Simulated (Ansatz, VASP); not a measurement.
# One calculation of Hf, two programs

Contents of INCAR:

```
SYSTEM = Hf
ALGO = Normal
EDIFF = 1E-7
ENCUT = 520
GGA = PS
ISIF = 2
ISMEAR = -1
LASPH = .TRUE.
LCHARG = .FALSE.
LREAL = .FALSE.
LWAVE = .FALSE.
NBANDS = 17
NELM = 80
PREC = Accurate
SIGMA = 0.08
```

KPOINTS

```
k-points
0
G
  12 12 8
  0 0 0
```

The input POSCAR:

```
Hf
1.0
    3.1577638946      0.0000000000      0.0000000000
   -1.5788819473      2.7347037519      0.0000000000
    0.0000000000      0.0000000000      5.0051809954
Hf
2
Direct
    0.3333333333      0.6666666667      0.2500000000
    0.6666666667      0.3333333333      0.7500000000
```

Input for Ansatz:

```yaml
crystal:
  lattice:
    - [3.15776389458, 0.0, 0.0]
    - [-1.57888194729, 2.73470375186, 0.0]
    - [0.0, 0.0, 5.00518099537]
  atoms:
    - { symbol: Hf, position: [0.333333333333, 0.666666666667, 0.25] }
    - { symbol: Hf, position: [0.666666666667, 0.333333333333, 0.75] }
kpoints:
  mp_grid: { grid: [12, 12, 8] }
scf:
  occupations: { method: fermi_dirac, width: 0.08 }
hamiltonian:
  xc: pbesol
  pseudopotentials: { kind: paw }
output:
  forces: true
  stress: true
  eigenvalues: true
  eigenstates:
    nscf_kmesh: { grid: [20, 20, 12] }
    de_dk: true
    e_range: [-14, 14]
  optics:
    e_range: [0, 30]
    de: 0.2
    sigma: 0.25
    bands: { spectra_wanted_up_to: 30 }
    nscf_kmesh: { grid: [20, 20, 12] }
    drude_damping: 0.03
checkpoint:
  write: ck
  write_wavefunctions: false
```

Alike in both runs: task single point; functional PBEsol; k mesh 12 × 12 × 8; occupations fermi-dirac, width 0.08 eV; no spin polarisation.

|  | VASP | Ansatz |
| --- | --- | --- |
| version | VASP 6.6.1 | Ansatz 0.2.0 |
| potentials or method | VASP PAW PBE potentials, release 64 (Hf_pv) | PAW with Ansatz's default frozen-core files, scalar-relativistic |
| plane-wave cutoff (eV) | 520 | 420 |
| valence electrons in the cell | 20 | 52 |

|  | VASP | Ansatz | Ansatz less VASP |
| --- | --- | --- | --- |
| pressure (GPa) | -0.4 | 0.0 | +0.38 |
| largest component of the traceless stress (GPa) | 0.06 | 0.01 | -0.050 |

The two sets of potentials don't hold the same shells in valence. Ansatz warned: «optics_on_partly_filled_bands».

Caveats: the PAW data sets were made with another functional, which shifts forces and pressure a little (VASP). Spin-orbit coupling is left out, which matters for the levels of Hf.
